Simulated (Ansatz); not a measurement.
The system is Al3Cu2.

```
CELL_PARAMETERS angstrom
4.09195 0.00000 0.00000
-2.04598 3.54373 0.00000
0.00000 0.00000 4.99278
ATOMIC_POSITIONS crystal
Cu 0.66667 0.33333 0.16049
Cu 0.33333 0.66667 0.83951
Al 0.66667 0.33333 0.65007
Al 0.33333 0.66667 0.34993
Al 0.00000 0.00000 0.00000
```

The cell comes from a database or a generator and needn't be the stable form of this composition.

| Property | Result |
| --- | --- |
| Program | Ansatz 0.2.0 |
| Task | relaxation of cell and atoms |
| Functional | PBE |
| Potentials or basis | Ansatz PAW |
| Cutoff | 420 eV (not typed: the program's choice for these potentials) |
| k mesh | 8 × 8 × 6 |
| Occupations | fermi-dirac, width 0.05 eV |
| Spin | no spin polarisation |

At the start: volume 14.48 Å³/atom.

**Question.** Where does the relaxation end?

**Answer.** It ends after 5 steps and the volume is 14.99 Å³/atom (+3.5 %); space group P-3m1 (No. 164, to 0.05 Å).

Step by step:
```
step  energy change (eV)  largest force (eV/Å)  volume (Å³)
   1              0.0000                0.0968        72.40
   2             -0.0256                0.0448        74.03
   3             -0.0291                0.0062        74.88
   4             -0.0291                0.0037        74.93
   5             -0.0303                0.0037        74.93
```

Final structure:
```
CELL_PARAMETERS angstrom
4.14318 0.00000 0.00000
-2.07159 3.58810 0.00000
0.00000 0.00000 5.04050
ATOMIC_POSITIONS crystal
Cu 0.66667 0.33333 0.15965
Cu 0.33333 0.66667 0.84035
Al 0.66667 0.33333 0.64844
Al 0.33333 0.66667 0.35156
Al 0.00000 0.00000 0.00000
```

Caveat: the plane-wave basis is chosen anew once the cell has moved, so the energies of steps on either side of that aren't comparable.
